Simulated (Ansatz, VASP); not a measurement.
## Ag: VASP beside Ansatz

```xyz
1
Lattice="2.7828 0.0000 0.0000 0.0000 2.7828 0.0000 0.0000 0.0000 2.7828" Properties=species:S:1:pos:R:3 pbc="T T T"
Ag    0.0000    0.0000    0.0000
```

Alike in both runs: task single point; functional BLYP; k mesh 13 × 13 × 13; occupations fermi-dirac, width 0.1 eV; no spin polarisation.

|  | VASP | Ansatz |
| --- | --- | --- |
| version | VASP 6.6.1 | Ansatz 0.2.0 |
| potentials or method | VASP PAW PBE potentials, release 64 (Ag) | plane waves (420 eV) with PAW, scalar-relativistic |
| plane-wave cutoff (eV) | 520 | 420 |
| valence electrons in the cell | 11 | 19 |

```csv
,VASP,Ansatz,Ansatz less VASP
pressure (GPa),2.4,2.3,-0.10
```

With one functional, cell and mesh, what is left measures potentials, basis and numerics. The two sets of potentials don't hold the same shells in valence.

Caveats: the PAW data sets were made with another functional, which shifts forces and pressure a little (VASP).
